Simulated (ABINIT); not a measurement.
Runs of ABINIT 10.8.3 (patched build) on PtS2. Symmetry: P-3m1, No. 164, trigonal system. Conventional cell: a = 3.543 Å, b = 3.543 Å, c = 5.039 Å, α = 90.00°, β = 90.00°, γ = 120.00°. Pt (site symmetry -3m) is surrounded by 6 S at 2.34 Å. S (site symmetry 3m) is surrounded by 3 Pt at 2.34 Å. 

| task | level | k mesh | gap on the mesh (eV) | pressure (GPa) | largest force (eV/Å) |
| --- | --- | --- | --- | --- | --- |
| single point | PBEsol | 12 × 12 × 6 | 0.73 | 7.3 | 1.08 |
| band structure | PBEsol | 9 × 9 × 5 | 0.92 | 7.3 | 1.08 |
| band structure | BP86 | 9 × 9 × 5 | 0.96 | 13.4 | (b) |
| single point | PBE | 5 × 5 × 3 | 1.26 | 12.3 | 1.39 |
| band structure | PW91 | 9 × 9 × 5 | (a) | 12.5 | 1.41 |

Alike in all rows: potentials or basis JTH PAW PBE v2.0; no spin polarisation; cell as given; cutoff (eV) 544; smearing fermi-dirac 0.05 eV.

Question: Fill in the values left out.

Answer: (a) 0.97; (b) 1.49.

Caveats: spin-orbit coupling is left out, which moves the levels of the heavy elements; the PAW data sets were made with another functional, which shifts forces and pressure a little (some runs); an odd mesh through Γ misses points on the zone boundary, where band edges often lie (some runs); forces of over 1 eV/Å show positions far from the minimum, so gaps and moduli don't describe the material at rest (some runs).

A k mesh can miss the band edges, and the runs leave out spin-orbit coupling on Pt.
